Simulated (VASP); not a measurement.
Wanted: the native input for a VASP 6.6.1 run.

```
Task                   : relaxation of cell and atoms
Functional             : rev-vdW-DF2
Potentials or basis    : VASP PAW PBE potentials, release 64 (Si)
Cutoff                 : 600 eV
k mesh                 : 10 × 10 × 10
Occupations            : gaussian, width 0.03 eV
Spin                   : no spin polarisation
Further INCAR settings : ALGO = Normal; EDIFF = 1e-06; IBRION = 2; EDIFFG = -0.01; NSW = 90; ISIF = 3
```

The structure of Si lies in POSCAR:

```
Si
1.0
    0.0000000000      2.7135600000      2.7135600000
    2.7135600000      0.0000000000      2.7135600000
    2.7135600000      2.7135600000      0.0000000000
Si
2
Direct
    0.7500000000      0.7500000000      0.7500000000
    0.5000000000      0.5000000000      0.5000000000
```

These files were run (other wordings do the same):

INCAR

```
AGGAC = 0.0 ; ALGO = Normal
EDIFF = 1E-6 ; EDIFFG = -0.01
ENCUT = 600 ; GGA = MK
IBRION = 2 ; ISIF = 3
ISMEAR = 0 ; LASPH = T
LCHARG = F ; LREAL = F
LUSE_VDW = T ; LWAVE = F
NELM = 80 ; NSW = 90
PARAM1 = 0.1234 ; PARAM2 = 0.711357
PREC = Accurate ; SIGMA = 0.03
ZAB_VDW = -1.8867
```

KPOINTS

```
k-points
0
Gamma
  10 10 10
```

Potentials or basis: VASP PAW PBE potentials, release 64 (Si).

The run is started by

```sh
$ cat potpaw_PBE.64/Si/POTCAR > POTCAR
$ mpirun -np 1 vasp_std > vasp.out
```

Results of the run:

```yaml
Relaxed_volume: 20.30 Å³/atom
Relaxed_cell: a = 3.858 Å, b = 3.858 Å, c = 3.858 Å, α = 60.00°, β = 60.00°, γ = 60.00°
Space_group_after_relaxing_to_0.05_Å: Fd-3m (No. 227)
Energy_gained_by_relaxing: 1.4 meV/atom
Ionic_steps: 3
Pressure_after_relaxing: 0.0 GPa
Band_gap_on_the_k_mesh: 0.61 eV, indirect (least direct gap 2.59 eV)
```

Caveat: the PAW data sets were made with another functional, which shifts forces and pressure a little.

Wall time 65 s on 1 thread of Intel(R) Xeon(R) 6975P-C (Granite Rapids) (shared host), peak memory 0.38 GiB.
